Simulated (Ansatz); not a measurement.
Crystal: C.

```
CELL_PARAMETERS angstrom
1.23319 0.71198 8.28262
-1.23319 0.71198 8.28262
0.00000 -1.42396 8.28262
ATOMIC_POSITIONS crystal
C 0.08717 0.08717 0.08717
C 0.75385 0.75385 0.75385
C 0.24615 0.24615 0.24615
C 0.91283 0.91283 0.91283
```

This isn't the form of C at room conditions, which is graphite.

Base run:

- Program: Ansatz 0.2.0
- Functional: r2SCAN
- Potentials or basis: Ansatz PAW
- Cutoff: 500 eV (not typed: the program's choice for these potentials)
- k mesh: 12 × 12 × 12
- Occupations: fermi-dirac, width 0.05 eV
- Spin: no spin polarisation

Its results: band gap on the k mesh 0.20 eV, direct; pressure -3.1 GPa; largest force 0.005 eV/Å.

Q: The run is repeated on the same cell with these changes: functional from r2SCAN to LDA; cutoff from 500 eV (not typed: the program's choice for these potentials) to 420 eV (not typed: the program's choice for these potentials). What comes out?

A: Band gap on the k mesh 0.19 eV, direct; pressure -6.1 GPa; largest force 0.009 eV/Å.

Caveats: the k mesh misses the band edges, so the gap on the mesh is wider than the one along the path; the PAW data sets come from PBE, with cores solved anew for the run's functional, which leaves a small shift of forces and pressure.
